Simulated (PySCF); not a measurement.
Screening by computed properties: pick the candidate that meets the target.

Species are written as SMILES; each is one conformer at its optimised geometry, gas phase, non-relativistic unless stated; the electronic structure was computed with PySCF and density fitting.

The conformers computed, where there is a choice (atom-mapped SMILES and torsion angles):
- `[CH3:1][CH2:2][C:3](=[O:4])[OH:5]`: C1–C2–C3–O4 0°, H–O5–C3–C2 180°
- `[CH3:1][NH:2][C:3](=[O:4])/[CH:5]=[CH:6]/[SiH:7]([CH3:8])[CH3:9]`: C1–N2–C3–O4 -2°, N2–C3–C5–C6 -175°, C5–C6–Si7–C8 135°
- `[CH3:1][C:2](=[O:3])[NH:4]/[C:5]([CH3:6])=[CH:7]\[F:8]`: C1–C2–N4–C5 180°, C2–N4–C5–C6 0°
- `[CH3:1][PH2+:2][CH2:3][c:4]1[cH:5][cH:6][cH:7][cH:8][cH:9]1`: C1–P2–C3–C4 180°, P2–C3–C4–C5 90°
- `[CH3:1]/[N:2]=[CH:3]\[C@@H:4]1[CH:5]=[CH:6][C@@H:7]1[NH:8][CH:9]=[O:10]`: N2–C3–C4–C5 177°, C6–C7–N8–C9 148°, C7–N8–C9–O10 -3°
- `[F:1][C:2]1=[C:3]([C:4]([F:5])([F:6])[F:7])[CH2:8][O:9][CH2:10]1`: C2–C3–C4–F5 -120°
- `[CH3:1][CH:2]([CH3:3])[C@@H:4]([CH3:5])[S:6](=[O:7])(=[O:8])[Cl:9]`: C1–C2–C4–C5 76°, C2–C4–S6–O7 51°
- `[CH2:1]=[CH:2][CH2:3][SiH2:4][N:5]([CH3:6])[C:7]([CH3:8])=[O:9]`: C1–C2–C3–Si4 102°, C2–C3–Si4–N5 47°, C3–Si4–N5–C6 -109°, Si4–N5–C7–C8 179°

(1) Wanted: smallest rotational constant above 0.9 GHz (GFN2-xTB) and HOMO energy below -7 eV (PBE0/pcSseg-1), at GFN2-xTB geometries. Which candidate meets both?
A. `C[PH2+]Cc1ccccc1`
B. `CCC(=O)O`
C. `C/N=C\[C@@H]1C=C[C@@H]1NC=O`
D. `CNC(=O)/C=C/[SiH](C)C`
E. `N(/C(=C\F)C)C(=O)C`

(2) Wanted: HOMO–LUMO gap between 7.5 eV and 8 eV (PBE0/pcSseg-1) and dipole moment above 4 D (PBE0/pcSseg-1), at GFN2-xTB geometries. Which candidate meets both?
A. `CCC(=O)O`
B. `FC1=C(C(F)(F)F)COC1`
C. `C/N=C\[C@@H]1C=C[C@@H]1NC=O`
D. `CC(C)[C@@H](C)S(=O)(=O)Cl`
E. `C=CC[SiH2]N(C)C(C)=O`
F. `CNC(=O)/C=C/[SiH](C)C`

Results:

(1) B. Computed values:
```csv
species,smallest rotational constant,HOMO energy
CNC(=O)/C=C/[SiH](C)C,0.462 GHz,-7.31 eV
C[PH2+]Cc1ccccc1,0.635 GHz,-10.92 eV
C/N=C\[C@@H]1C=C[C@@H]1NC=O,0.832 GHz,-6.87 eV
N(/C(=C\F)C)C(=O)C,0.975 GHz,-6.43 eV
CCC(=O)O,2.903 GHz,-8.08 eV
```

(2) D. Computed values:
```csv
species,HOMO–LUMO gap,dipole moment
CNC(=O)/C=C/[SiH](C)C,6.16 eV,3.62 D
C/N=C\[C@@H]1C=C[C@@H]1NC=O,6.52 eV,3.03 D
FC1=C(C(F)(F)F)COC1,6.99 eV,1.80 D
C=CC[SiH2]N(C)C(C)=O,7.25 eV,3.25 D
CC(C)[C@@H](C)S(=O)(=O)Cl,7.66 eV,4.53 D
CCC(=O)O,8.46 eV,1.63 D
```
